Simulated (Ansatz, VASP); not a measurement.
# BAs in two plane-wave programs

Aim: how closely do two programs agree when they are given the same cell, functional and k mesh? The cell is taken from a series of VASP runs on this material, whose earlier steps may have relaxed, scaled or displaced it; both programs get it as it stands.

Main program and level: Ansatz 0.2.0; plane waves, with VASP 6.6.1 beside it; relaxation of cell and atoms at r2SCAN.

## 1. The structure

The structure is cubic, space group F-43m (No. 216). Conventional cell: a = 4.777 Å, b = 4.777 Å, c = 4.777 Å, α = 90.00°, β = 90.00°, γ = 90.00°. Nearest to As lie 4 B at 2.07 Å. Nearest to B lie 4 As at 2.07 Å. Farther neighbours are not listed.

## 2. Ansatz: relaxation of cell and atoms, r2SCAN

Ansatz runs on its default PAW (the set named soft_2) files.

The relaxed volume is the usual yardstick between codes: its relative difference is about their pressure difference at one cell divided by the bulk modulus.

Input file input.yaml:

```yaml
crystal:
  lattice:
    - [0.0, 2.3885, 2.3885]
    - [2.3885, 0.0, 2.3885]
    - [2.3885, 2.3885, 0.0]
  atoms:
    - { symbol: As, position: [0.75, 0.75, 0.75] }
    - { symbol: B, position: [0.0, 0.0, 0.0] }
hamiltonian:
  xc: r2scan
  pseudopotentials: { kind: paw }
kpoints:
  mp_grid: { grid: [12, 12, 12] }
scf:
  occupations: { method: gaussian, width: 0.03 }
relax:
  f_tol: 0.01
  max_steps: 60
  cell: { stress_tol: 0.05 }
output:
  forces: true
  stress: true
  write_density: true
  write_potential: true
  elf: true
  volumetric_format: npy
```

Started as:

```console
$ ansatz run input.yaml --threads 4 --pin off --max-ram 9216MiB --backend cpu --events-out ev --progress --plain --runs-dir out
```

Numbers of over 12 decimals in the logs are rounded to 6 here.

What it wrote:

```text
Engine: ansatz 0.2.0, aarch64-unknown-linux-gnu
Pseudopotentials: kind: paw
Pseudopotential: As, paw, valence charge 15, recommended cutoff 500 eV (meta_gga), As.paw.azcp
Pseudopotential: B, paw, valence charge 3, recommended cutoff 500 eV (meta_gga), B.paw.azcp
Functional definition: r2SCAN
  parameter k0 = 0.174
  parameter k1 = 0.065
  parameter a1 = 4.9479
  exchange = r2scan_x(k0 = k0, k1 = k1, a1 = a1)
  correlation = r2scan_c
Crystal: 2 atoms, lattice volume = 27.252 Å³
Basis set: ecut = 500 eV, 701 PW (Γ), exchange–correlation on 100×100×100 points (64 copies of the dense FFT grid, shifted against one another)
Bands: 13, of which v1, the nominal top of the filled ones, is band 9 counted from 1 (8 counted from 0)
Symmetry: 24 space group operations
Space group: F-43m (ITA 216), of the structure as read, at distance tolerance 3.0e-5 Å
k-points: 72 of 1728 (time reversal used)
Non-local potential: As, projectors of the file, l = 0: 2, l = 1: 2, l = 2: 3, l = 3: 1
Non-local potential: B, projectors of the file, l = 0: 2, l = 1: 2, l = 2: 1
PAW form: soft (Blöchl's): semilocal exchange-correlation on the pseudo side does not see the compensation charge
PAW frozen core: As, regenerated for the run's functional (the file was generated under x = pbe(κ = 0.804, μ = 0.219515), c = pbe(β = 0.066725))
PAW frozen core: B, regenerated for the run's functional (the file was generated under x = pbe(κ = 0.804, μ = 0.219515), c = pbe(β = 0.066725))
PAW one-centre angular grid: As, 590 points (default); XC on 160 Gauss nodes
PAW one-centre angular grid: B, 302 points (default); XC on 160 Gauss nodes
Initial density: superposition of atomic densities (neutral atoms: chi_scale 0, normalization atom), corrected by the library's trained network
Initial wavefunctions: pseudopotential atomic-orbital guess
Functional: x = r2scan, c = r2scan; τ floored in thin density (d = 2e-4 eV/Å³)
SCF iter   1: F=—  HF=-5021.317250 eV  |F-HF|=—  |Δ(HF+E_count)|=         —  Δρ=5.87e-3  dr2=1.04e-2  dr2_τ=9.54e-2  ethr=1.77e-3  ⟨swp⟩=5.8  Hψ=5418  notcnv=0
preconditioner: auto → none  [insulator: Δε(μ)=1.347 eV  Ē_g=13.194 eV  σ=0.030 eV  W_gap=1.00  n_scr=8 (ndim 8)  ℏωp=20.1 eV  f_vac=0.000  D(μ)=0.00/eV (n_scr^D=0)  ε∞_Penn≈3.3]
SCF iter   2: F=—  HF=-5021.341651 eV  |F-HF|=—  |Δ(HF+E_count)|=   2.44e-2  Δρ=2.43e-3  dr2=8.56e-4  dr2_τ=1.13e-4  ethr=5.80e-5  ⟨swp⟩=2.3  Hψ=2469  notcnv=0
SCF iter   3: F=—  HF=-5021.341732 eV  |F-HF|=—  |Δ(HF+E_count)|=   8.20e-5  Δρ=1.31e-3  dr2=2.10e-4  dr2_τ=3.19e-6  ethr=4.76e-6  ⟨swp⟩=2.0  Hψ=1582  notcnv=0
SCF iter   4: F=—  HF=-5021.341795 eV  |F-HF|=—  |Δ(HF+E_count)|=   6.22e-5  Δρ=1.32e-4  dr2=2.30e-6  dr2_τ=1.13e-7  ethr=1.17e-6  ⟨swp⟩=1.0  Hψ=936  notcnv=0
SCF iter   5: F=—  HF=-5021.341794 eV  |F-HF|=—  |Δ(HF+E_count)|=   2.94e-7  Δρ=1.92e-5  dr2=4.44e-8  dr2_τ=2.00e-9  ethr=1.28e-8  ⟨swp⟩=2.0  Hψ=1132  notcnv=0
SCF iter   6: F=-5021.341794 eV  HF=-5021.341794 eV  |F-HF|=9.27e-10  |Δ(HF+E_count)|=   5.57e-9  Δρ=7.36e-6  dr2=1.09e-8  dr2_τ=3.37e-10  ethr=2.46e-10  ⟨swp⟩=5.0  Hψ=4965  notcnv=0
SCF 1 converged in 6 iterations: F = -5021.341794 eV  dr2 = 1.09e-8
  greatest PAW one-centre occupation: 0.999 electrons in one spin orbital (limit 2), on the As atom at site 0 (counted from 0), in its partial waves of l = 2
relax step   1: F+E_penalty+E_count = -5021.34179435 eV  Δ(F+E_penalty+E_count) = +0.000e0 eV  max|allowed force component| = 2.744e-16 eV/Å  Δτ_max = 0.0000 Å  P = +0.612 GPa  Ω = 27.252 Å³  (6 SCF iters, dr2 threshold 1.00e-7 eV, accepted)
[...]
relax step   2: F+E_penalty+E_count = -5021.34199161 eV  Δ(F+E_penalty+E_count) = -1.973e-4 eV  max|allowed force component| = 7.691e-17 eV/Å  Δτ_max = 0.0000 Å  P = +0.155 GPa  Ω = 27.340 Å³  energy of the carried Pulay correction = -1.228e-5 eV  (4 SCF iters, dr2 threshold 2.00e-7 eV, accepted)
[...]
relax step   3: F+E_penalty+E_count = -5021.34200203 eV  Δ(F+E_penalty+E_count) = -1.042e-5 eV  max|allowed force component| = 1.133e-16 eV/Å  Δτ_max = 0.0000 Å  P = +0.002 GPa  Ω = 27.370 Å³  energy of the carried Pulay correction = -1.644e-5 eV  (3 SCF iters, dr2 threshold 5.99e-8 eV, accepted)
[...]
relax step   4: F+E_penalty+E_count = -5021.34201468 eV  Δ(F+E_penalty+E_count) = -1.264e-5 eV  max|allowed force component| = 7.112e-17 eV/Å  Δτ_max = 0.0000 Å  P = +0.002 GPa  Ω = 27.370 Å³  stress off target by 2.05e-3 GPa  SCF on the basis re-selected at this cell (its energy is not comparable with the rows above)  (5 SCF iters)
basis re-selected at this cell: Δ(F+E_penalty+E_count) = -1.264e-5 eV, ΔP = +0.000 GPa vs the last step (what re-selecting the basis moved, of the pressure what is left beyond the Pulay correction that the steps carried, after the strain that the cell walked since its last selection, with what the two solves' SCF thresholds leave and, on support functions, any second-order correction that the steps lacked; it is no m [...]
SCF converged after 5 iterations
Free energy (F): -5021.342015 eV
Harris-Foulkes:  -5021.342015 eV  (|F-HF|=2.73e-12)
Internal energy: -5021.342015 eV  (E = F + TS)
E sigma→0 (E₀):  -5021.342015 eV
Fermi energy:    11.660765 eV
--- Per-component energies (eV) ---
  E_band       = -223.687203
  E_kinetic    = 151.406962
  E_local      = -1698.100347  (includes V_loc(G=0)·N_el)
  E_nonlocal   = -657.627153
  E_hartree    = 942.520184
  E_xc         = -105.604684
  E_vxc        = -125.550851  (∫ρ·V_xc dr)
  E_paw        = -1929.155532  (= ΣΔE_a)
  E_vpaw       = 214.896321  (= ΣTr[D̂ρ^β])
  E_aug_tail   = -0.000007  (compensation charges beyond the density's cutoff)
  E_vtau       = 6.247497  (kinetic-family band-sum trace: ∫τ·v_τ [+ j·A + Jᵃ·Aᵃ] dr)
  E_ewald      = -1723.305588
  E_core_change = -1.475850  (= ΣΔE_core)
  E_smearing   = -0.000000  (= −TS)
  E_closure    = 0.000000  (closes the sum)
  Σ components = -5021.342015   (vs F -5021.342015, Δ=0.00e0)
--- Forces (eV/Å), atoms counted from 1 ---
  atom   1  As     0.00000000     0.00000000     0.00000000
  atom   2  B      0.00000000     0.00000000     0.00000000
  max |Σ_I F_I| component: 1.72e-16 eV/Å
--- Stress (GPa, compression-positive) ---
        0.002050       0.000000       0.000000
        0.000000       0.002050       0.000000
        0.000000       0.000000       0.002050
  P = ⅓ Tr σ = 0.0021 GPa (0.021 kbar)
--- Band table (eV; the first three rows and the last of 72) ---
  k-point 0: bands = [... 5 lower, -5.1549, 10.9687, 10.9687, 10.9687, 14.4056, 14.4056, 14.4056, 16.0305]
  k-point 1: bands = [... 5 lower, -5.0353, 9.8735, 10.7361, 10.7361, 14.6194, 14.7125, 14.7125, 16.6646]
  k-point 2: bands = [... 5 lower, -4.6803, 7.8609, 10.2448, 10.2448, 14.5317, 15.3517, 15.3517, 18.0973]
  k-point 71: bands = [... 5 lower, -0.5509, 2.3838, 5.2592, 5.5590, 16.6694, 17.4080, 18.1571, 18.3537]
--- Relaxed structure (3 steps of the walk, 3 accepted, 1 SCFs on fresh bases) ---
  F+E_penalty+E_count = -5021.34201468 eV   max|allowed force component| = 7.112e-17 eV/Å   (the final SCF, on the basis selected at the relaxed cell)
  cell:  # Å, volume = 27.3698 Å³
    - [0, 2.391923, 2.391923]
    - [2.391923, 0, 2.391923]
    - [2.391923, 2.391923, 0]
  atoms:
    - { symbol: As, position: [0.75, 0.75, 0.75] }
    - { symbol: B, position: [0, 0, 0] }
```

It took 5.3 s on 4 threads of Arm Neoverse V2, shared host; peak memory 0.43 GiB.

## 3. VASP: relaxation of cell and atoms, r2SCAN

The same cell, functional, mesh and smearing now go to VASP, with its own data sets and cutoff.

Lines of VASP's logs that name or quote its potential files are left out, and so is its time.

Input file INCAR:

```
SYSTEM = BAs
PREC = Accurate
ENCUT = 450
EDIFF = 1E-07
NELM = 100
ISMEAR = 0
SIGMA = 0.03
LREAL = .FALSE.
ALGO = Normal
METAGGA = R2SCAN
LASPH = .TRUE.
NBANDS = 10
LORBIT = 11
LWAVE = .FALSE.
LCHARG = .FALSE.
KPAR = 4
IBRION = 2
NSW = 50
ISIF = 3
EDIFFG = -0.002
```

Input file POSCAR:

```
BAs
1.0
    0.0000000000      2.3885000000      2.3885000000
    2.3885000000      0.0000000000      2.3885000000
    2.3885000000      2.3885000000      0.0000000000
As B
1 1
Direct
    0.7500000000      0.7500000000      0.7500000000
    0.0000000000      0.0000000000      0.0000000000
```

Input file KPOINTS:

```
Automatic mesh
0
Gamma
12 12 12
0 0 0
```

The projector-augmented-wave data sets are As and B (PBE family, release 64).

Started as:

```console
$ mpirun -np 4 vasp_std
```

What it wrote:

```text
[banner, memory and clock lines left out]
running    4 mpi-ranks, on    1 nodes
 distrk:  each k-point on    1 cores,    4 groups
 distr:  one band on    1 cores,    1 groups

 POSCAR found type information on POSCAR AsB
 POSCAR found :  2 types and       2 ions
|                                                                             |
|               ----> ADVICE to this user running VASP <----                  |
|                                                                             |
|     You enforced a specific xc type in the INCAR file but a different       |
|     [... a line on the potential file left out ...]
|     I HOPE YOU KNOW WHAT YOU ARE DOING!                                     |
|                                                                             |

 LDA part: xc-table for (None), standard interpolation
 POSCAR, INCAR and KPOINTS ok, starting setup
 FFT: planning ... GRIDC
 FFT: planning ... GRID_SOFT
 FFT: planning ... GRID
 WAVECAR not read
 entering main loop
       N       E                     dE             d eps       ncg     rms          rms(c)
DAV:   1    -0.486389365986E+00   -0.48639E+00   -0.37198E+03  1440   0.657E+02
DAV:   2    -0.233136989872E+02   -0.22827E+02   -0.21878E+02  2048   0.104E+02
DAV:   3    -0.238492111176E+02   -0.53551E+00   -0.53460E+00  1706   0.161E+01
DAV:   4    -0.238504524481E+02   -0.12413E-02   -0.12412E-02  1744   0.897E-01
DAV:   5    -0.238504543697E+02   -0.19216E-05   -0.19216E-05  1732   0.337E-02    0.498E+00
DAV:   6    -0.222895837113E+02    0.15609E+01   -0.97068E-01  1546   0.542E+00    0.281E+00
DAV:   7    -0.222566606325E+02    0.32923E-01   -0.19144E-01  1808   0.241E+00    0.963E-01
DAV:   8    -0.222543074540E+02    0.23532E-02   -0.15868E-02  1632   0.985E-01    0.919E-02
DAV:   9    -0.222545045587E+02   -0.19710E-03   -0.37048E-04  1650   0.149E-01    0.459E-02
DAV:  10    -0.222545629002E+02   -0.58341E-04   -0.35225E-05  1602   0.564E-02    0.159E-02
DAV:  11    -0.222545644005E+02   -0.15003E-05   -0.58300E-06  1688   0.221E-02    0.648E-03
DAV:  12    -0.222545649655E+02   -0.56497E-06   -0.14816E-07  1614   0.294E-03    0.692E-04
DAV:  13    -0.222545651195E+02   -0.15402E-06   -0.14481E-08   932   0.873E-04    0.804E-04
DAV:  14    -0.222545650987E+02    0.20737E-07   -0.92822E-10   870   0.275E-04
   1 F= -.22254565E+02 E0= -.22254565E+02  d E =-.222546E+02
 curvature:   0.00 expect dE= 0.000E+00 dE for cont linesearch  0.000E+00
 trial: gam= 0.00000 g(F)=  0.459E-47 g(S)=  0.162E-02 ort = 0.000E+00 (trialstep = 0.100E+01)
 search vector abs. value=  0.162E-02
 bond charge predicted
       N       E                     dE             d eps       ncg     rms          rms(c)
DAV:   1    -0.222551167312E+02   -0.55161E-03   -0.28741E-02  1604   0.109E+00    0.184E-01
DAV:   2    -0.222549158725E+02    0.20086E-03   -0.10027E-03  1532   0.208E-01    0.924E-02
DAV:   3    -0.222547485183E+02    0.16735E-03   -0.44228E-04  1518   0.114E-01    0.416E-02
DAV:   4    -0.222547396033E+02    0.89150E-05   -0.16722E-05  1704   0.254E-02    0.255E-02
DAV:   5    -0.222547366550E+02    0.29484E-05   -0.27605E-06  1592   0.122E-02    0.123E-02
DAV:   6    -0.222547359756E+02    0.67940E-06   -0.16107E-07  1532   0.275E-03    0.554E-04
DAV:   7    -0.222547360077E+02   -0.32076E-07   -0.43428E-09   818   0.504E-04
   2 F= -.22254736E+02 E0= -.22254736E+02  d E =-.170909E-03
 trial-energy change:   -0.000171  1 .order   -0.000194   -0.001616    0.001228
 step:   0.5562(harm=  0.5682)  dis= 0.00000  next Energy=   -22.255010 (dE=-0.445E-03)
 bond charge predicted
       N       E                     dE             d eps       ncg     rms          rms(c)
DAV:   1    -0.222550749186E+02   -0.33894E-03   -0.56720E-03  1598   0.485E-01    0.817E-02
DAV:   2    -0.222550379105E+02    0.37008E-04   -0.19417E-04  1524   0.921E-02    0.412E-02
DAV:   3    -0.222550087381E+02    0.29172E-04   -0.87380E-05  1512   0.508E-02    0.188E-02
DAV:   4    -0.222550093073E+02   -0.56918E-06   -0.32609E-06  1682   0.112E-02    0.115E-02
DAV:   5    -0.222550100361E+02   -0.72886E-06   -0.56716E-07  1614   0.553E-03    0.548E-03
DAV:   6    -0.222550103564E+02   -0.32028E-06   -0.30212E-08   812   0.120E-03    0.260E-04
DAV:   7    -0.222550103453E+02    0.11048E-07   -0.15547E-09   794   0.319E-04
   3 F= -.22255010E+02 E0= -.22255010E+02  d E =-.445247E-03
 curvature:  -0.28 expect dE=-0.104E-06 dE for cont linesearch -0.104E-06
 trial: gam=-0.01484 g(F)=  0.482E-47 g(S)=  0.367E-06 ort = 0.243E-04 (trialstep = 0.911E+00)
 search vector abs. value=  0.183E-09
 reached required accuracy - stopping structural energy minimisation
```

From OUTCAR (step 3):

```text
ion  position               nearest neighbor table
   1  0.750  0.750  0.750-   2 2.07   2 2.07   2 2.07   2 2.07
   2  0.000  0.000  0.000-   1 2.07   1 2.07   1 2.07   1 2.07

  LATTYP: Found a face centered cubic cell.
 ALAT       =     4.7770000000

 Subroutine GETGRP returns: Found 24 space group operations
 (whereof 24 operations were pure point group operations)

The static configuration has the point symmetry T_d .

 Found     72 irreducible k-points:

   k-points           NKPTS =     72   k-points in BZ     NKDIM =     72   number of bands    NBANDS=     10

   dimension x,y,z NGX =    24 NGY =   24 NGZ =   24
   dimension x,y,z NGXF=    48 NGYF=   48 NGZF=   48

   ENCUT  =  450.0 eV  33.07 Ry    5.75 a.u.   5.84  5.84  5.84*2*pi/ulx,y,z

   NELECT =       8.0000    total number of electrons

 k-points in reciprocal lattice and weights: Automatic mesh
   0.00000000  0.00000000  0.00000000       0.001
   0.08333333  0.00000000  0.00000000       0.005
   0.16666667  0.00000000  0.00000000       0.005
   0.25000000  0.00000000  0.00000000       0.005
   0.33333333  0.00000000  0.00000000       0.005
   0.41666667  0.00000000  0.00000000       0.005
   0.50000000  0.00000000  0.00000000       0.002
   0.08333333  0.08333333  0.00000000       0.003
   0.16666667  0.08333333  0.00000000       0.014
[...]
-0.33333333  0.50000000  0.16666667       0.007
  -0.25000000  0.50000000  0.25000000       0.003

 average (electrostatic) potential at core
       1 -53.3803       2 -28.2330

 E-fermi :   6.1244

 k-point     1 :       0.0000    0.0000    0.0000
  band No.  band energies     occupation
      1     -10.1448      2.00000
      2       5.9568      2.00000
      3       5.9568      2.00000
      4       5.9568      2.00000
      5       9.3952      0.00000
      6       9.3952      0.00000
      7       9.3952      0.00000
      8      11.0289      0.00000
      9      16.3035      0.00000
    ...

 k-point     2 :       0.0833    0.0000    0.0000
  band No.  band energies     occupation
      1     -10.0255      2.00000
      2       4.8649      2.00000
      3       5.7251      2.00000
      4       5.7251      2.00000
      5       9.6058      0.00000
      6       9.7006      0.00000
      7       9.7006      0.00000
      8      11.6610      0.00000
      9      16.7684      0.00000
    ...

 k-point     3 :       0.1667    0.0000    0.0000
  band No.  band energies     occupation
      1      -9.6716      2.00000
      2       2.8548      2.00000
      3       5.2352      2.00000
      4       5.2352      2.00000
      5       9.5179      0.00000
      6      10.3366      0.00000
      7      10.3366      0.00000
      8      13.0862      0.00000
      9      17.7359      0.00000
    ...

  Total        0.0022512      0.0022512      0.0022512      0.0000000      0.0000000      0.0000000
  in kB        0.1315546      0.1315546      0.1315546      0.0000000      0.0000000      0.0000000
  external PRESSURE =       0.1315546 kB  Pullay stress =       0.0000000 kB

  energy-cutoff  :      450.00
  volume of cell :       27.42
      direct lattice vectors                 reciprocal lattice vectors
    -0.000000000  2.393288392  2.393288392    -0.208917572  0.208917572  0.208917572
     2.393288392 -0.000000000  2.393288392     0.208917572 -0.208917572  0.208917572
     2.393288392  2.393288392  0.000000000     0.208917572  0.208917572 -0.208917572

 POSITION                                       TOTAL-FORCE (eV/Angst)
 -----------------------------------------------------------------------------------
      3.58993      3.58993      3.58993         0.000000      0.000000      0.000000
      0.00000      0.00000      0.00000        -0.000000     -0.000000     -0.000000
 -----------------------------------------------------------------------------------
    total drift:                               -0.000000     -0.000000     -0.000000

  FREE ENERGIE OF THE ION-ELECTRON SYSTEM (eV)
  ---------------------------------------------------
  free  energy   TOTEN  =       -22.2550103453 eV

  energy  without entropy=      -22.2550103453  energy(sigma->0) =      -22.25501035

 reached required accuracy - stopping structural energy minimisation

 total charge
# of ion       s       p       d       tot
------------------------------------------
    1        1.172   1.692   0.091   2.955
    2        0.668   1.158   0.000   1.826
--------------------------------------------------
tot          1.840   2.850   0.091   4.781

[... 3 further parts left out ...]
```

## 4. Differences

Known differences besides the potentials themselves: VASP keeps PBE cores, Ansatz makes them for the functional; both relaxations stop at a tolerance, which leaves soft axes loose, and VASP keeps its plane-wave basis; the data sets hold 18 valence electrons in Ansatz (default PAW (the set named soft_2) files) and 8 in VASP; the cutoff is 500 eV in Ansatz and 450 eV in VASP; Ansatz adds a Pulay correction to the stress that steers its cell, VASP none. Total energies have different zeros and are not compared.

Compared:

```csv
quantity,Ansatz,VASP,difference
volume (Å³),27.37,27.42,-0.17 %
"edge a after relaxation, in the typed setting (Å)",3.383,3.385,-0.06 %
```

The walks stopped with 0.00 GPa left in Ansatz and 0.01 GPa in VASP; each walk ends within a tolerance, so the volume difference is uncertain by about these residues over the bulk modulus, most in soft cells.

## 5. Summary of results

```
difference in volume (relaxation of cell and atoms, r2SCAN) : -0.17 %
```

**Reading.** The difference in volume is -0.17 % (relaxation of cell and atoms, r2SCAN), within the 1.2 % picked in this series as the mark of a large difference, as far as the stopping tolerances let one tell. How closely two codes agree says nothing of how well the functional describes the real material.

[Lines on the potential files, build, host, timing and source positions are cut from VASP's logs without a mark.]

[Logs are printed without paths, hosts, clocks, repeated set-up lines and the standing remarks that a program may print on its own settings, such as how far it seeks lower states.]

[Hosts, paths, dates, database ids (printed as entryN), source tags and the programs' standing remarks are cut or masked in the printed files.]
